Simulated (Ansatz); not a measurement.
# Mo: equation of state, part 2 of 2

How stiff is Mo, and at what volume does the pressure vanish? The cell is scaled evenly, atoms carried along, and solved with LAPW, PAW and all-electron datasets made for the crystal.

Ansatz 0.2.0; DFT PBE; a cell built from a prototype (bcc type), not taken from measurement. «Crystal datasets» are all-electron PAW datasets made for this crystal. The steps go on from the part before.

### Step 9. Volume × 1.04, LAPW

File input.yaml:

```yaml
crystal:
  lattice:
    - [-1.6008091059, 1.6008091059, 1.6008091059]
    - [1.6008091059, -1.6008091059, 1.6008091059]
    - [1.6008091059, 1.6008091059, -1.6008091059]
  atoms:
    - { symbol: Mo, position: [0.0, 0.0, 0.0] }
kpoints:
  mp_grid: { grid: [16, 16, 16] }
scf:
  occupations: { method: fermi_dirac, width: 0.03 }
hamiltonian:
  xc: pbe
  pseudopotentials: { kind: all_electron, lapw: { basis_error: 0.0005 } }
output:
  forces: true
  stress: true
  eigenvalues: true
```

Command:

```console
ansatz run input.yaml --threads 1 --pin off --max-ram 2048MiB --backend cpu --events-out ev --progress --plain --runs-dir out
```

Output, shortened:

```text
LAPW: plane waves up to 8.280 Å⁻¹, error target 5.0e-4 eV per atom; small_component_spin mean_spin; Mo in spheres of 1.386 Å, 30 of its electrons in bands, Dirac shells []
[...]
Pseudopotentials: kind: all_electron
Pseudopotential: Mo, LAPW, valence charge 30, Koelling and Harmon's equation, gaussian nucleus
Functional definition: PBE
[...]
Crystal: 1 atoms, lattice volume = 16.409 Å³
Basis set: ecut = 261.18652768443326 eV, 141 PW (Γ), exchange–correlation at level 2
Bands: 19, of which v1, the nominal top of the filled ones, is band 15 counted from 1 (14 counted from 0)
Symmetry: 48 space group operations
Space group: Im-3m (ITA 229), of the structure as read, at distance tolerance 2.5e-5 Å
k-points: 145 of 4096
[...]
SCF iter   1: F=—  HF=-110178.492097 eV  |F-HF|=—  |Δ(HF+E_count)|=         —  Δρ=5.41e-2  dr2=2.91e-1  ethr=9.66e-4  ⟨swp⟩=2.4  Hψ=16920  notcnv=0
[...]
the basis was enlarged: its passes take 944.6 KiB over the memory plan, 1 of 1 planned eigensolver slots
[...]
SCF iter   7: F=-110177.833829 eV  HF=-110177.833829 eV  |F-HF|=2.43e-8  |Δ(HF+E_count)|=   9.65e-7  Δρ=2.73e-5  dr2=4.97e-8  ethr=2.48e-8  ⟨swp⟩=2.0  Hψ=7989  notcnv=0
[...]
SCF converged after 7 iterations
Free energy (F): -110177.833829 eV
[...]
E sigma→0 (E₀):  -110177.833155 eV
Entropy (-TS):   -0.001349 eV (-1.349 meV/atom)
Fermi energy:    22.154064 eV
[...]
--- Forces (eV/Å), atoms counted from 1 ---
  atom   1  Mo    -0.00000000     0.00000000     0.00000000
[...]
--- Stress (GPa, compression-positive) ---
       -9.404728       0.000000      -0.000000
        0.000000      -9.404728      -0.000000
       -0.000000      -0.000000      -9.404728
  P = ⅓ Tr σ = -9.4047 GPa (-94.047 kbar)
--- Band table (eV; the first three rows and the last of 145) ---
[... band rows left out ...]
[...]
```

Run time: 9.1 s. Hardware: 1 thread, shared host.

In short: pressure -9.40 GPa; no gap.

### Step 10. Volume × 1.04, PAW

Edit input.yaml of step 9 so:

```diff
@@ -13,3 +13,3 @@
   xc: pbe
-  pseudopotentials: { kind: all_electron, lapw: { basis_error: 0.0005 } }
+  pseudopotentials: { kind: paw }
 output:
@@ -18 +18,2 @@
   eigenvalues: true
+  efg: { contact_densities: true }
```

Command:

```console
ansatz run input.yaml --threads 1 --pin off --max-ram 2048MiB --backend cpu --events-out ev --progress --plain --runs-dir out
```

Output, shortened:

```text
Mo: output.efg is read without spin–orbit coupling, which moves field gradients at and beside such atoms by some per cent and up to a factor of two; PAW files take it under magnetization.noncollinear and magnetization.spin_orbit
[...]
[... 3 set-up lines as earlier in the session ...]
[...]
Crystal: 1 atoms, lattice volume = 16.409 Å³
Basis set: ecut = 420 eV, 321 PW (Γ), exchange–correlation on 40×40×40 points (8 copies of the dense FFT grid, shifted against one another)
Bands: 11, of which v1, the nominal top of the filled ones, is band 7 counted from 1 (6 counted from 0)
[... 2 set-up lines as earlier in the session ...]
k-points: 145 of 4096
[...]
SCF converged after 6 iterations
Free energy (F): -4956.008173 eV
[...]
E sigma→0 (E₀):  -4956.007499 eV
Entropy (-TS):   -0.001348 eV (-1.348 meV/atom)
Fermi energy:    19.924637 eV
[...]
--- Forces (eV/Å), atoms counted from 1 ---
  atom   1  Mo    -0.00000000     0.00000000     0.00000000
[...]
--- Stress (GPa, compression-positive) ---
       -9.397540      -0.000000       0.000000
       -0.000000      -9.397540       0.000000
       -0.000000       0.000000      -9.397540
  P = ⅓ Tr σ = -9.3975 GPa (-93.975 kbar)
--- PAW observables at the nuclei: V_zz in 10²¹ V/m², potentials from the cell's mean, atoms counted from 1 ---
  atom   1  Mo V_zz =    -0.000000   η = 0.0000   by run symmetry: forbidden
            electrostatic potential = -6361.482945 V   contact ρ = 595274.347431 e/Å³
--- Band table (eV; the first three rows and the last of 145) ---
  k-point 0: bands = ["-41.3350", "-14.6980", "-14.6980", "-14.6980", "12.8777", "18.6688", "18.6688", "18.6688", "21.5148", "21.5148", "34.5626"]
[...]
```

Run time: 2 s. Hardware: 1 thread, shared host.

Read from it: pressure -9.40 GPa; no gap.

### Step 11. Volume × 1.04, crystal datasets

Edit input.yaml of step 10 so:

```diff
@@ -13,3 +13,3 @@
   xc: pbe
-  pseudopotentials: { kind: paw }
+  pseudopotentials: { kind: all_electron, datasets: crystal }
 output:
```

Command:

```console
ansatz run input.yaml --threads 1 --pin off --max-ram 2048MiB --backend cpu --events-out ev --progress --plain --runs-dir out
```

Output, shortened:

```text
[...]
Mo: output.efg is read without spin–orbit coupling, which moves field gradients at and beside such atoms by some per cent and up to a factor of two; PAW files take it under magnetization.noncollinear and magnetization.spin_orbit
[...]
[... 1 set-up line as earlier in the session ...]
Pseudopotential: Mo, paw, valence charge 14, recommended cutoff 300 eV (normal), Koelling and Harmon's equation, gaussian nucleus
[... 1 set-up line as earlier in the session ...]
[...]
Crystal: 1 atoms, lattice volume = 16.409 Å³
Basis set: ecut = 300 eV, 201 PW (Γ), exchange–correlation on 32×32×32 points (8 copies of the dense FFT grid, shifted against one another)
Bands: 7, of which v1, the nominal top of the filled ones, is band 3 counted from 1 (2 counted from 0)
[... 2 set-up lines as earlier in the session ...]
k-points: 145 of 4096
[...]
Fermi energy:    22.154292 eV
[...]
  The terms above E_closure are by the made datasets' own strengths, without shells solved beside the bands.
--- Forces (eV/Å), atoms counted from 1 ---
  atom   1  Mo    -0.00000000     0.00000000    -0.00000000
[...]
--- Stress (GPa, compression-positive) ---
       -9.399554       0.000000       0.000000
        0.000000      -9.399554       0.000000
       -0.000000       0.000000      -9.399554
  P = ⅓ Tr σ = -9.3996 GPa (-93.996 kbar)
  It holds what live shells' own plane waves past their cutoff add
--- PAW observables at the nuclei: V_zz in 10²¹ V/m², potentials from the cell's mean, atoms counted from 1 ---
  atom   1  Mo V_zz =    +0.000000   η = 0.0000   by run symmetry: forbidden
            electrostatic potential = -6361.598373 V   contact ρ = 595328.474187 e/Å³
--- Band table (eV; the first three rows and the last of 145) ---
  k-point 0: bands = ["15.1078", "20.9004", "20.9004", "20.9004", "23.7475", "23.7475"]
[...]
```

Wall time 4 s (1 thread, shared host).

This run gives: pressure -9.40 GPa; no gap.

### Step 12. All volumes together

The rows at scale 1 come from earlier runs of the unscaled cell with the same settings.

```
          method  volume (Å³/atom)  F above the lowest (meV/atom)  pressure (GPa)
            LAPW            15.147                           22.0           11.58
            LAPW            15.462                            5.3            5.48
            LAPW            15.778                            0.0           -0.01
            LAPW            16.093                            5.0           -4.96
            LAPW            16.409                           19.2           -9.40
             PAW            15.147                           22.0           11.60
             PAW            15.462                            5.3            5.49
             PAW            15.778                            0.0            0.00
             PAW            16.093                            5.0           -4.95
             PAW            16.409                           19.2           -9.40
crystal datasets            15.147                              –           11.58
crystal datasets            15.778                              –           -0.01
crystal datasets            16.409                              –           -9.40
```

### Step 13. Results

This closing draws on all 2 parts.

| quantity | value |
| --- | --- |
| equilibrium volume (LAPW) | 15.777 Å³/atom |
| bulk modulus (LAPW) | 260 GPa |
| its pressure derivative (LAPW) | 4.3 |
| equilibrium volume (PAW) | 15.778 Å³/atom |
| bulk modulus (PAW) | 260 GPa |
| its pressure derivative (PAW) | 4.3 |

In words: A third-order Birch-Murnaghan fit to the LAPW pressures puts zero pressure at 15.78 Å³/atom, less than 0.1 % from the given cell, with a bulk modulus of 260 GPa. PAW's volume lies less than 0.01 % and its modulus less than 0.1 % from LAPW's. No thermal or zero-point expansion is included.
